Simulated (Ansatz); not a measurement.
CoO: equation of state with LDA

Crystal: CoO.

```
CELL_PARAMETERS angstrom
0.00000 2.13150 2.13150
2.13150 0.00000 2.13150
2.13150 2.13150 0.00000
ATOMIC_POSITIONS crystal
Co 0.00000 0.00000 0.00000
O 0.50000 0.50000 0.50000
```

| Property | Result |
| --- | --- |
| Program | Ansatz 0.2.0 |
| Task | equation of state |
| Functional | LDA |
| Potentials or basis | PseudoDojo LDA |
| Cutoff | 1306 eV |
| Density cutoff | 5225 eV |
| k mesh | 11 × 11 × 11 |
| Occupations | fermi-dirac, width 0.05 eV |
| Spin | collinear spin, ferromagnetic start |
| Starting moments | [2.0, 0.0] μB |

```json
{
 "Equilibrium volume": "8.43 Å³/atom (rough: see the caveat)",
 "Bulk modulus": "161 GPa (rough)"
}
```

Energy against volume, from the lowest point:
```
volume (Å³/atom)  energy (meV/atom)
           9.103               0.00
           9.297              15.89
           9.490              34.99
           9.684              57.36
           9.878              82.65
          10.071             110.64
          10.265             141.17
```

All runs of the series together: 31 s on 2 threads of Intel(R) Xeon(R) Platinum 8488C (Sapphire Rapids) (shared host).

Caveat: the fit is doubtful: noisy points or a state that changes with volume; the minimum lies outside the volumes run.
